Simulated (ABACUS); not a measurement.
# Ag (Fm-3m) in ABACUS: reference runs

How does Ag come out in PBE? The cell is run as given and disturbed.

All numbers are computed with ABACUS 3.10.1; they aren't measurements. Logs are shortened: lines on timing, memory, paths and dates and some standing lists are left out, and cuts for length are marked.

## Step 1: The structure

Symmetry: Fm-3m, No. 225, cubic system. Conventional cell: a = 4.085 Å, b = 4.085 Å, c = 4.085 Å, α = 90.00°, β = 90.00°, γ = 90.00°. Ag (site symmetry m-3m) has 12 Ag at 2.89 Å as nearest neighbours.

## Step 2: Single point, PBE

INPUT reads:

```
INPUT_PARAMETERS
suffix              Ag
calculation         scf
basis_type          pw
pseudo_dir          ./
symmetry            1
dft_functional      pbe
ecutwfc             82
pseudo_rcut         10
nspin               1
nbands              14
ks_solver           dav
smearing_method     fd
smearing_sigma      0.00367493
scf_thr             1e-08
scf_nmax            100
mixing_type         broyden
mixing_beta         0.7
cal_force           1
cal_stress          1
kpar                4
```

STRU reads:

```
ATOMIC_SPECIES
Ag 107.8682 Ag.upf

LATTICE_CONSTANT
1.8897261246

LATTICE_VECTORS
0.0000000000 2.0427500000 2.0427500000
2.0427500000 0.0000000000 2.0427500000
2.0427500000 2.0427500000 0.0000000000

ATOMIC_POSITIONS
Direct

Ag
0.0
1
0.0000000000 0.0000000000 0.0000000000 1 1 1
```

KPT reads:

```
K_POINTS
0
Gamma
11 11 11 0 0 0
```

Potentials or basis: PseudoDojo NC SR 0.4.1 PBE standard, plane waves.

The run is started by

```console
OMP_NUM_THREADS=1 mpirun -np 4 abacus > log
```

running log:

```text
ABACUS v3.10.1

               Atomic-orbital Based Ab-initio Computation at UStc

 ------------------------------------------------------------------------------------

 READING GENERAL INFORMATION
                           global_out_dir = OUT.Ag/
                           global_in_card = INPUT
                               pseudo_dir = ./
                              orbital_dir =
                                    DSIZE = 4
                                    GSIZE = 1

 READING UNITCELL INFORMATION
                                    ntype = 1
                  lattice constant (Bohr) = 1.88973
              lattice constant (Angstrom) = 1

 READING ATOM TYPE 1
                               atom label = Ag
                      L=0, number of zeta = 1
                      L=1, number of zeta = 1
                      L=2, number of zeta = 1
             number of atom for this type = 1

                        TOTAL ATOM NUMBER = 1
DIRECT COORDINATES
    atom                   x                   y                   z     mag                  vx                  vy                  vz
taud_Ag1            0.0000000000        0.0000000000        0.0000000000  0.0000        0.0000000000        0.0000000000        0.0000000000

                          Volume (Bohr^3) = 115.046
                             Volume (A^3) = 17.0481

 Lattice vectors: (Cartesian coordinate: in unit of a_0)
                   +0            +2.04275            +2.04275
             +2.04275                  +0            +2.04275
             +2.04275            +2.04275                  +0
 Reciprocal vectors: (Cartesian coordinate: in unit of 2 pi/a_0)
            -0.244768           +0.244768           +0.244768
            +0.244768           -0.244768           +0.244768
            +0.244768           +0.244768           -0.244768
 The esolver type has been set to : ksdft_pw

                PAO radial cut off (Bohr) = 10

 Read in pseudopotential file is Ag.upf
                     pseudopotential type = NC
          exchange-correlation functional = PBE
                 nonlocal core correction = 1
                        valence electrons = 19
                                     lmax = 2
                           number of zeta = 4
                     number of projectors = 6
                           L of projector = 0
                           L of projector = 0
                           L of projector = 1
                           L of projector = 1
                           L of projector = 2
                           L of projector = 2
     initial pseudo atomic orbital number = 10

 SETUP THE ELECTRONS NUMBER
            electron number of element Ag = 19
      total electron number of element Ag = 19
            AUTOSET number of electrons:  = 19
                           occupied bands = 10
                                   NBANDS = 14
                                   NLOCAL = 9

%%%%%%%%%%%%%%%%%%%%%%%%%%%%%%%%%%%%%%%%%%%%%%%%%%%%%%%%%%%%%%%%%%%%%%%%%%%%%%%%%%%%%%%%%%%%%%%%%%%%%%%%%%
 Warning: the number of valence electrons in pseudopotential > 11 for Ag: [Kr] 4d10 5s1
 Pseudopotentials with additional electrons can yield (more) accurate outcomes, but may be less efficient.
 If you're confident that your chosen pseudopotential is appropriate, you can safely ignore this warning.
%%%%%%%%%%%%%%%%%%%%%%%%%%%%%%%%%%%%%%%%%%%%%%%%%%%%%%%%%%%%%%%%%%%%%%%%%%%%%%%%%%%%%%%%%%%%%%%%%%%%%%%%%%

 SETUP THE PLANE WAVE BASIS
 energy cutoff for charge/potential (unit:Ry) = 328
            fft grid for charge/potential = [ 32, 32, 32 ]
                        fft grid division = [ 1, 1, 1 ]
        big fft grid for charge/potential = [ 32, 32, 32 ]
                                     nbxx = 32768
                                     nrxx = 32768

 SETUP PLANE WAVES FOR CHARGE/POTENTIAL
                    number of plane waves = 11575
                         number of sticks = 673

 PARALLEL PW FOR CHARGE/POTENTIAL
     PROC   COLUMNS(POT)             PW
        1            673          11575
 --------------- sum -------------------
        1            673          11575
                            number of |g| = 167
                                  max |g| = 29.4764
                                  min |g| = 0

----------- Double Check Mixing Parameters Begin ------------
mixing_type: broyden
mixing_beta: 0.7
mixing_gg0: 1
mixing_gg0_min: 0.1
mixing_ndim: 8
----------- Double Check Mixing Parameters End ------------

 LATTICE VECTORS: (CARTESIAN COORDINATE: IN UNIT OF A0)
                   +0            +2.04275            +2.04275
             +2.04275                  +0            +2.04275
             +2.04275            +2.04275                  +0
                       right hand lattice = 1
                                   NORM_A = 2.88888
[... 27 lines left out ...]
(for reciprocal lattice: )
                             BRAVAIS TYPE = 2
                     BRAVAIS LATTICE NAME = 02. Cubic I (body-centered)
                                    ibrav = 2
                       right hand lattice = 1
(for k-lattice: )
                             BRAVAIS TYPE = 2
                     BRAVAIS LATTICE NAME = 02. Cubic I (body-centered)
                                    ibrav = 2
                       right hand lattice = 1
                        ROTATION MATRICES = 48
                               nkstot_ibz = 56
K-POINTS REDUCTION ACCORDING TO SYMMETRY
     IBZ    DIRECT_X    DIRECT_Y    DIRECT_Z  WEIGHT  ibz2bz
       1  0.00000000  0.00000000  0.00000000  0.0008       0
       2  0.09090909  0.09090909  0.09090909  0.0060       1
       3  0.18181818  0.18181818  0.18181818  0.0060       2
       4  0.27272727  0.27272727  0.27272727  0.0060       3
       5  0.36363636  0.36363636  0.36363636  0.0060       4
       6  0.45454545  0.45454545  0.45454545  0.0060       5
[... 22 lines left out ...]
      29 -0.36363636  0.36363636  0.36363636  0.0180      40
      30 -0.45454545  0.27272727  0.27272727  0.0090      41
[... 26 further k points ...]

                               nkstot now = 56
[... K-POINTS DIRECT COORDINATES: 56 rows ...]

           k-point number in this process = 14
       minimum distributed K point number = 14
[... stars of the k points ...]

[... K-POINTS CARTESIAN COORDINATES: 14 rows ...]

[... K-POINTS DIRECT COORDINATES: 14 rows ...]

 SETUP PLANE WAVES FOR WAVE FUNCTIONS
     energy cutoff for wavefunc (unit:Ry) = 82
              fft grid for wave functions = [ 32, 32, 32 ]
                    number of plane waves = 2085
                         number of sticks = 211

 PARALLEL PW FOR WAVE FUNCTIONS
     PROC   COLUMNS(POT)             PW
        1            211           2085
 --------------- sum -------------------
        1            211           2085

 SETUP NONLOCAL PSEUDOPOTENTIALS IN PLANE WAVE BASIS
 Ag non-local projectors:
 projector 1 L=0
 projector 2 L=0
 projector 3 L=1
 projector 4 L=1
 projector 5 L=2
 projector 6 L=2
      TOTAL NUMBER OF NONLOCAL PROJECTORS = 18

 Init Non-Local PseudoPotential table :
 Init Non-Local-Pseudopotential done.

                                     npwx = 1459

 Make real space PAO into reciprocal space.
       max mesh points in Pseudopotential = 1001
     dq(describe PAO in reciprocal space) = 0.01
                                    max q = 1091

 number of pseudo atomic orbitals for Ag is 4
WARNING: norm of atomic wavefunction # 4 of atomic type Ag is 0.999773, renormalized

 -------------------------------------------
 SELF-CONSISTENT
 -------------------------------------------
                                 init_chg = atomic

 PW ALGORITHM --------------- ION=   1  ELEC=   1--------------------------------
 Notice: Threshold on eigenvalues was too large.
 hsover_error=0.19 > DRHO=0.0620646
 Origin diag ethr = 0.01
 New diag ethr = 0.000326656

 Density error is 0.0625929605544
                          Error Threshold = 0.000326655945627
----------------------------------------------------------
     Energy           Rydberg                 eV
----------------------------------------------------------
 E_KohnSham     -310.0134990450      -4217.9500439301
 E_Harris       -313.5883521570      -4266.5884157662
 E_Fermi        1.3256141555         18.0359058644
----------------------------------------------------------
[... 63 lines left out ...]
 Density error is 2.36653727877e-10
                          Error Threshold = 5.54977504423e-11
----------------------------------------------------------
     Energy           Rydberg                 eV
----------------------------------------------------------
 E_KohnSham     -310.0374356117      -4218.2757176275
 E_KS(sigma->0) -310.0373349302      -4218.2743477857
 E_Harris       -310.0373710661      -4218.2748394389
 E_band         -17.1277896743       -233.0355337155
 E_one_elec     -120.3000613411      -1636.7663039878
 E_Hartree      70.9789550366        965.7182265840
 E_xc           -46.3335961983       -630.4009171284
 E_Ewald        -214.3825317460      -2916.8239834117
 E_entropy(-TS) -0.0002013630        -0.0027396836
 E_descf        0.0000000000         0.0000000000
 E_exx          0.0000000000         0.0000000000
 E_Fermi        1.2998102463         17.6848256689
----------------------------------------------------------

 charge density convergence is achieved
 final etot is -4218.2757176 eV
 EFERMI = 17.684825669 eV

 STATE ENERGY(eV) AND OCCUPATIONS    NSPIN == 1
 1/14 kpoint (Cartesian) = 0.0000 0.0000 0.0000 (1459 pws)
       1       -74.5724     0.00150263
       2       -37.9594     0.00150263
       3       -37.9594     0.00150263
       4       -37.9594     0.00150263
       5        9.65555     0.00150263
       6        12.6466     0.00150263
       7        12.6466     0.00150263
       8        12.6466     0.00150263
       9        13.6850     0.00150263
      10        13.6850     0.00150263
      11        33.6327        0.00000
      12        37.1724        0.00000
      13        37.1724        0.00000
      14        37.1724        0.00000
[... 66 lines left out ...]
       1       -74.5554      0.0120210
       2       -38.1195      0.0120210
       3       -37.9837      0.0120210
       4       -37.9837      0.0120210
       5        11.0584      0.0120210
       6        12.6358      0.0120210
       7        12.6358      0.0120210
       8        14.4505      0.0120210
       9        14.4505      0.0120210
      10        16.6000      0.0120210
      11        21.5804    1.75089e-36
      12        32.8924        0.00000
      13        35.4969        0.00000
      14        35.4969        0.00000

[... levels at 8 further k points ...]

------------------------------------------------------------------------------------------
 TOTAL-FORCE (eV/Angstrom)
------------------------------------------------------------------------------------------
                       Ag1         0.0000000000         0.0000000000         0.0000000000
------------------------------------------------------------------------------------------

----------------------------------------------------------------
 TOTAL-STRESS (KBAR)
----------------------------------------------------------------
        42.6322248600        -0.0000000000         0.0000000000
        -0.0000000000        42.6322248600         0.0000000000
        -0.0000000000         0.0000000000        42.6322248600
----------------------------------------------------------------
 TOTAL-PRESSURE: 42.632225 KBAR

 --------------------------------------------
 !FINAL_ETOT_IS -4218.2757176275272286 eV
 --------------------------------------------
```

Wall time 2.7 s (4 MPI ranks of Intel Xeon Platinum 8488C (Sapphire Rapids), shared host); peak memory 0.24 GiB.

What came out:

| Item | Value |
| --- | --- |
| Free energy | -4218.2757 eV |
| Pressure | 4.3 GPa |
| Band gap on the k mesh | none (metal or under the smearing width) |

## Step 3: Single point, PBE (cell strained at random at fixed volume)

INPUT is that of step 2.

STRU reads:

```
ATOMIC_SPECIES
Ag 107.8682 Ag.upf

LATTICE_CONSTANT
1.8897261246

LATTICE_VECTORS
-0.0062230000 2.0386280000 2.0672000000
2.0149730000 0.0469460000 2.0140300000
2.0855950000 2.0560800000 -0.0236760000

ATOMIC_POSITIONS
Direct

Ag
0.0
1
0.0022060000 0.0285520000 -0.0104340000 1 1 1
```

KPT is that of step 2.

Potentials or basis: PseudoDojo NC SR 0.4.1 PBE standard, plane waves.

The run is started by

```console
OMP_NUM_THREADS=1 mpirun -np 4 abacus > log
```

running log:

```text
ABACUS v3.10.1

               Atomic-orbital Based Ab-initio Computation at UStc

 ------------------------------------------------------------------------------------

 READING GENERAL INFORMATION
                           global_out_dir = OUT.Ag/
                           global_in_card = INPUT
                               pseudo_dir = ./
                              orbital_dir =
                                    DSIZE = 4
                                    GSIZE = 1

 READING UNITCELL INFORMATION
                                    ntype = 1
                  lattice constant (Bohr) = 1.88973
              lattice constant (Angstrom) = 1

 READING ATOM TYPE 1
                               atom label = Ag
                      L=0, number of zeta = 1
[... 399 lines left out ...]
       3       -37.9814     0.00300526
       4       -37.9722     0.00300526
       5        11.0491     0.00300526
       6        12.4955     0.00300526
       7        12.8023     0.00300526
       8        14.3316     0.00300526
       9        14.5375     0.00300526
      10        16.5356     0.00300526
      11        21.4532    1.29430e-36
      12        32.9763        0.00000
      13        35.3929        0.00000
      14        35.9932        0.00000

[... levels at 161 further k points ...]

------------------------------------------------------------------------------------------
 TOTAL-FORCE (eV/Angstrom)
------------------------------------------------------------------------------------------
                       Ag1         0.0000000000         0.0000000000         0.0000000000
------------------------------------------------------------------------------------------

----------------------------------------------------------------
 TOTAL-STRESS (KBAR)
----------------------------------------------------------------
        49.8684108069       -18.4595621496        15.1862161850
       -18.4595621496        47.3572391756        -8.7858675689
        15.1862161850        -8.7858675689        46.4318347322
----------------------------------------------------------------
 TOTAL-PRESSURE: 47.885828 KBAR

 --------------------------------------------
 !FINAL_ETOT_IS -4218.2691281183588217 eV
 --------------------------------------------
```

stdout:

```text
ABACUS v3.10.1

               Atomic-orbital Based Ab-initio Computation at UStc

%%%%%%%%%%%%%%%%%%%%%%%%%%%%%%%%%%%%%%%%%%%%%%%%%%%%%%%%%%%%%%%%%%%%%%%%%%%%%%%%%%%%%%%%%%%%%%%%%%%%%%%%%
 Warning: the number of valence electrons in pseudopotential > 11 for Ag: [Kr] 4d10 5s1
[... 31 lines left out ...]
 TOTAL-STRESS (KBAR)
----------------------------------------------------------------
        49.8684108069       -18.4595621496        15.1862161850
       -18.4595621496        47.3572391756        -8.7858675689
        15.1862161850        -8.7858675689        46.4318347322
----------------------------------------------------------------
 TOTAL-PRESSURE: 47.885828 KBAR
```

Run time: 22 s. Hardware: 4 MPI ranks of Intel Xeon Platinum 8488C (Sapphire Rapids), shared host; peak memory 0.48 GiB.

Results:

- Free energy: -4218.2691 eV
- Pressure: 4.8 GPa
- Band gap on the k mesh: none (metal or under the smearing width)

Stress tensor (GPa, compression positive):
```
 4.99 -1.85  1.52
-1.85  4.74 -0.88
 1.52 -0.88  4.64
```

Levels at points of the mesh, in eV from the Fermi level:
| k point | band 5 | band 6 | band 7 | band 8 | band 9 | band 10 | band 11 | band 12 | band 13 |
| --- | --- | --- | --- | --- | --- | --- | --- | --- | --- |
| (0.00, 0.00, 0.00) | -7.96 | -5.13 | -5.01 | -4.78 | -3.95 | -3.86 | 15.94 | 18.83 | 19.38 |
